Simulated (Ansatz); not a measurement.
**Si18HC18: course of a relaxation**

All numbers below come from Ansatz 0.2.0, DFT PBE, scalar-relativistic, plane waves, PAW. (420 eV cutoff, 2×2×2 k-mesh, shifted by half a step, Gaussian smearing of 0.01 eV, collinear spin)

What was changed: H interstitial, charge +0, atoms relaxed at the host's cell.

In a supercell of 37 atoms the defect feels its periodic images.

Command:

```bash
ansatz run input.yaml --threads 4 --pin off --max-ram 10240MiB --backend cpu --events-out ev --progress --plain --runs-dir out
```

Input:

```yaml
crystal:
  lattice:
    - [0.0, 5.3553911397, 5.0742922929]
    - [-4.6379047741, -2.6776955698, 5.0742922929]
    - [4.6379047741, -2.6776955698, 5.0742922929]
  atoms:
    - { symbol: Si, position: [0.3887494579, 0.7220827913, 0.3887494579] }
    - { symbol: Si, position: [0.7220827913, 0.7220827913, 0.0554161246] }
    - { symbol: Si, position: [0.3887494579, 0.3887494579, 0.7220827913] }
    - { symbol: Si, position: [0.3849388345, 0.0506353275, 0.0451639888], spin: 0.1 }
    - { symbol: Si, position: [0.7220827913, 0.3887494579, 0.3887494579] }
    - { symbol: Si, position: [0.0554161246, 0.7220827913, 0.7220827913] }
    - { symbol: Si, position: [0.0615749342, 0.3900261655, 0.046686213], spin: 0.1 }
    - { symbol: Si, position: [0.7220827913, 0.0554161246, 0.7220827913] }
    - { symbol: Si, position: [0.050964678, 0.0479193457, 0.3937045539], spin: 0.1 }
    - { symbol: Si, position: [0.4443050135, 0.7776383468, 0.7776383468] }
    - { symbol: Si, position: [0.7776383468, 0.7776383468, 0.4443050135] }
    - { symbol: Si, position: [0.4443050135, 0.4443050135, 0.1109716802] }
    - { symbol: Si, position: [0.4443050135, 0.1109716802, 0.4443050135] }
    - { symbol: Si, position: [0.7776383468, 0.4443050135, 0.7776383468] }
    - { symbol: Si, position: [0.1219832488, 0.7749645184, 0.101210722], spin: 0.1 }
    - { symbol: Si, position: [0.1109716802, 0.4443050135, 0.4443050135] }
    - { symbol: Si, position: [0.7720716946, 0.1087648682, 0.1161423505], spin: 0.1 }
    - { symbol: Si, position: [0.1206049522, 0.0929552239, 0.7710488251], spin: 0.1 }
    - { symbol: C, position: [0.5140283198, 0.8473616532, 0.5140283198] }
    - { symbol: C, position: [0.8473616532, 0.8473616532, 0.1806949865] }
    - { symbol: C, position: [0.5140283198, 0.5140283198, 0.8473616532] }
    - { symbol: C, position: [0.5140283198, 0.1806949865, 0.1806949865] }
    - { symbol: C, position: [0.8473616532, 0.5140283198, 0.5140283198] }
    - { symbol: C, position: [0.1806949865, 0.8473616532, 0.8473616532] }
    - { symbol: C, position: [0.1806949865, 0.5140283198, 0.1806949865] }
    - { symbol: C, position: [0.8473616532, 0.1806949865, 0.8473616532] }
    - { symbol: C, position: [0.1806949865, 0.1806949865, 0.5140283198] }
    - { symbol: C, position: [0.2362505421, 0.5695838754, 0.5695838754] }
    - { symbol: C, position: [0.5695838754, 0.5695838754, 0.2362505421] }
    - { symbol: C, position: [0.2342621772, 0.2332918974, 0.8906174802], spin: 0.1 }
    - { symbol: C, position: [0.2366777936, 0.9137173433, 0.2355773518], spin: 0.1 }
    - { symbol: C, position: [0.5695838754, 0.2362505421, 0.5695838754] }
    - { symbol: C, position: [0.9029172087, 0.5695838754, 0.9029172087] }
    - { symbol: C, position: [0.9043787427, 0.2430913547, 0.2270769206], spin: 0.1 }
    - { symbol: C, position: [0.5695838754, 0.9029172087, 0.9029172087] }
    - { symbol: C, position: [0.9029172087, 0.9029172087, 0.5695838754] }
    - { symbol: H, position: [0.064486345, 0.0760776316, 0.0390856936], spin: 0.1 }
  host:
    lattice:
      - [3.0919365161, 0.0, 0.0]
      - [-1.545968258, 2.6776955698, 0.0]
      - [0.0, 0.0, 5.0742922929]
    atoms:
      - { symbol: Si, position: [0.3333333333, 0.6666666667, 0.4995817072] }
      - { symbol: Si, position: [0.6666666667, 0.3333333333, 0.9995817072] }
      - { symbol: C, position: [0.3333333333, 0.6666666667, 0.8754182928] }
      - { symbol: C, position: [0.6666666667, 0.3333333333, 0.3754182928] }
basis:
  ecutwfc: 420
  xc_grid: 2
kpoints:
  mp_grid: { grid: [2, 2, 2], shift: [0.5, 0.5, 0.5] }
hamiltonian:
  xc: pbe
scf:
  occupations: { method: gaussian, width: 0.01 }
output:
  forces: true
  stress: false
  eigenvalues: true
  populations: true
  charged_corrections:
    defect_position: [0.06944444, 0.06944444, 0.06944444]
    epsilon: [[10.2148, 0.0, 0.0], [0.0, 10.2148, 0.0], [0.0, 0.0, 11.3838]]
magnetization:
  spin_polarized: true
relax:
  adjacent_minimum: "off"
  f_tol: 0.025
  max_steps: 45
```

F is the free energy.

Steps:

| step | F − F(1) (eV) | largest force component (eV/Å) |
| --- | --- | --- |
| 1 | 0.0000 | 3.217 |
| 2 | -0.7899 | 1.387 |
| 3 | -0.9871 | 0.059 |
| 4 | -0.9871 | 0.059 |
| 5 | -0.9889 | 0.018 |

Relaxed structure:

```xyz
37
Lattice="0.0000 5.3554 5.0743 -4.6379 -2.6777 5.0743 4.6379 -2.6777 5.0743" Properties=species:S:1:pos:R:3 pbc="T T T"
Si   -1.5472   -0.8809    7.6082
Si   -3.0977    1.7914    7.5958
Si    1.5308   -0.8808    7.6082
Si   -0.0081    1.8003    2.5459
Si   -0.0082    1.7847    7.6082
Si   -0.0083   -3.5597    7.5959
Si   -1.5610   -0.8885    2.5465
Si    3.0814    1.7915    7.5957
Si    1.5443   -0.8884    2.5462
Si   -0.0080   -1.7752   10.1404
Si   -1.5520    0.8990   10.1406
Si   -1.5528    0.8995    5.0665
Si    1.5369    0.8996    5.0665
Si    1.5356    0.8989   10.1406
Si   -3.1181   -1.7877    5.0701
Si   -0.0080   -1.7758    5.0666
Si   -0.0081    3.5985    5.0701
Si    3.1021   -1.7878    5.0701
C    -1.5529   -0.8842    9.5142
C    -3.0831    1.7827    9.4923
C     1.5370   -0.8844    9.5141
C    -0.0080    1.7975    4.4457
C    -0.0081    1.7919    9.5140
C    -0.0082   -3.5430    9.4923
C    -1.5582   -0.8872    4.4456
C     3.0668    1.7827    9.4921
C     1.5423   -0.8872    4.4455
C    -0.0081   -1.7750    6.9715
C    -1.5520    0.8992    6.9713
C     3.0797   -1.7752    6.9907
C    -3.0961   -1.7751    6.9905
C     1.5357    0.8992    6.9712
C     1.5376    0.9003   12.0470
C    -0.0086    3.5736    6.9907
C    -0.0081   -1.7773   12.0467
C    -1.5543    0.9003   12.0468
H    -0.0089    0.0069    0.7692
```

The run converged. Time: 65 s on 4 threads of Arm Neoverse V2 (shared host), peak memory 1.1 GiB.